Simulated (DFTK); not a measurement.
Set up this calculation in DFTK 0.8.2, as the native input.

```yaml
Task: band structure
Functional: PBE
Potentials_or_basis: SG15 1.2 (PBE)
Cutoff: 1225 eV
k_mesh: 6 × 6 × 6
Occupations: fermi-dirac, width 0.05 eV
Spin: no spin polarisation
Valence_electrons: Sb 15
SCF_tolerance_on_the_density: 1e-06
```

The structure of Sb lies in Sb.cif:

```cif
data_Sb
_cell_length_a 4.50666183
_cell_length_b 4.50666183
_cell_length_c 4.50666183
_cell_angle_alpha 57.11017317
_cell_angle_beta 57.11017317
_cell_angle_gamma 57.11017317
_space_group_name_H-M_alt 'P1'
_space_group_name_Hall 'P 1'
_space_group_IT_number 1
loop_
_space_group_symop_operation_xyz
'x,y,z'
loop_
_atom_site_label
_atom_site_type_symbol
_atom_site_symmetry_multiplicity
_atom_site_Wyckoff_symbol
_atom_site_fract_x
_atom_site_fract_y
_atom_site_fract_z
_atom_site_occupancy
Sb1 Sb 1 a 0.7665100000 0.7665100000 0.7665100000 1
Sb2 Sb 1 a 0.2334900000 0.2334900000 0.2334900000 1
```

The input as run:

run.jl

```julia
using DFTK
using PseudoPotentialData
using Unitful, UnitfulAtomic
using LinearAlgebra, Printf
include("save.jl")
disable_threading()

lines = readlines("Sb.cif")
tag(name) = parse(Float64, split(only(filter(startswith(name), lines)))[2])
a, b, c = tag.(["_cell_length_a", "_cell_length_b", "_cell_length_c"])
α, β, γ = deg2rad.(tag.(["_cell_angle_alpha", "_cell_angle_beta", "_cell_angle_gamma"]))
cx, cy  = cos(β), (cos(α) - cos(β) * cos(γ)) / sin(γ)
lattice = austrip(1u"Å") * [a b*cos(γ) c*cx; 0 b*sin(γ) c*cy; 0 0 c*sqrt(1 - cx^2 - cy^2)]
sites     = split.(lines[findlast(startswith("_atom_site_"), lines)+1:end])
symbols   = [Symbol(s[2]) for s in sites]
positions = [parse.(Float64, s[5:7]) for s in sites]
pseudopotentials = Dict(:Sb => "Sb.upf")
elements = Dict(s => ElementPsp(s, pseudopotentials; rcut=10.0) for s in unique(symbols))
atoms    = [elements[s] for s in symbols]

build_model(lattice, positions; symmetries=true) =
    model_DFT(lattice, atoms, positions;
              functionals=PBE(),
              temperature=austrip(0.05u"eV"),
              smearing=Smearing.FermiDirac(),
              symmetries)
Ecut  = 45.0  # hartree
kgrid = [6, 6, 6]
tol   = 1e-6
to_GPa = ustrip(uconvert(u"GPa", 1u"hartree/bohr^3"))

model = build_model(lattice, positions)
basis = PlaneWaveBasis(model; Ecut, kgrid)
display(basis)
scfres = self_consistent_field(basis;
                               tol,
                               nbandsalg=AdaptiveBands(model; n_bands_converge=20))
display(scfres.energies)
@printf "Fermi level: %.6f eV\n" ustrip(auconvert(u"eV", something(scfres.εF, NaN)))
forces = compute_forces_cart(scfres)
println("Forces (eV/Å)")
for (s, f) in zip(symbols, forces)
    @printf "%-3s %12.6f %12.6f %12.6f\n" s ustrip.(auconvert.(u"eV/Å", f))...
end
stress = compute_stresses_cart(scfres)
println("Stress (GPa)")
display(round.(stress * to_GPa; digits=4))
println("Levels at the first k-point (eV): ", round.(ustrip.(auconvert.(u"eV", scfres.eigenvalues[1][1:scfres.n_bands_converge])); digits=4))
save_scf!(scfres; forces, stress)

points = Dict("G" => [0.0, 0.0, 0.0], "B" => [0.7603126357, 0.5, 0.2396873643], "B1" => [0.5, 0.2396873643, -0.2396873643], "F" => [0.5, 0.5, 0.0], "L" => [0.5, 0.0, 0.0], "P" => [0.7603126357, 0.3698436821, 0.3698436821], "P1" => [0.6301563179, 0.6301563179, 0.2396873643], "Q" => [0.6301563179, 0.3698436821, 0.0], "X" => [0.3698436821, 0.0, -0.3698436821], "Z" => [0.5, 0.5, 0.5])
segments = [("G", "L", 6), ("L", "B1", 5), ("B", "Z", 5), ("Z", "G", 6), ("G", "X", 8), ("Q", "F", 3), ("F", "P1", 3), ("P1", "Z", 5), ("L", "P", 4)]
kcoords = vcat([[points[a] + t * (points[b] - points[a]) for t in range(0, 1, n)] for (a, b, n) in segments]...)
bands = compute_bands(scfres, ExplicitKpoints(kcoords); n_bands=22, tol=1e-5)
for (k, ε) in zip(bands.basis.kpoints, bands.eigenvalues)
    @printf "%d %8.4f %8.4f %8.4f " k.spin k.coordinate...
    println(join([@sprintf("%9.4f", e) for e in ustrip.(auconvert.(u"eV", ε .- scfres.εF))]))
end
results["band_energies"] = rows(bands.eigenvalues); results["band_kpoints"] = rows(kcoords)
```

Potentials or basis: SG15 1.2 (PBE).

The run is started by

```console
$ julia --threads=1 run.jl  # save.jl only writes the numbers to a file and isn't shown; printed stress counts tension as positive; times include loading and compiling
```

Results of the run:

* Pressure: 2.8 GPa
* Largest force: 0.097 eV/Å
* Band gap on the k mesh: none (metal or under the smearing width)

Caveat: spin-orbit coupling is left out, which moves the levels of the heavy elements.

Run time: 4.4 min on 1 thread of Intel(R) Xeon(R) Platinum 8488C (Sapphire Rapids), with other jobs on the host, peak memory 2.2 GiB.
